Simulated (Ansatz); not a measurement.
A run of Ansatz 0.2.0 is set up as follows.

Contents of input.yaml:

```yaml
crystal:
  lattice:
    - [0.066101, 3.019577, 2.965258]
    - [3.134633, 0.007526, 3.023833]
    - [3.128958, 3.072477, 0.013201]
  atoms:
    - { symbol: Sr, position: [-0.010002, -0.004333, 0.014974] }
kpoints:
  mp_grid: { grid: [8, 8, 8] }
scf:
  occupations: { method: fermi_dirac, width: 0.05 }
hamiltonian:
  xc: pbesol
  pseudopotentials: { kind: all_electron, lapw: { basis_error: 0.001 } }
output:
  forces: true
  stress: true
  eigenvalues: true
  populations: true
```

Potentials or basis: all-electron LAPW, scalar-relativistic.

The run is started by

```sh
$ ansatz run input.yaml --threads 1 --pin off --max-ram 3072MiB --backend cpu --events-out ev --progress --plain --runs-dir out
```

Question: Estimate the pressure.

Answer: -0.9 GPa.

Question: What does it give for the band gap on the k mesh?

Answer: None (metal or under the smearing width).

Stress tensor (GPa, compression positive):
```
-1.00 -0.22 -0.28
-0.22 -0.87  0.19
-0.28  0.19 -0.78
```
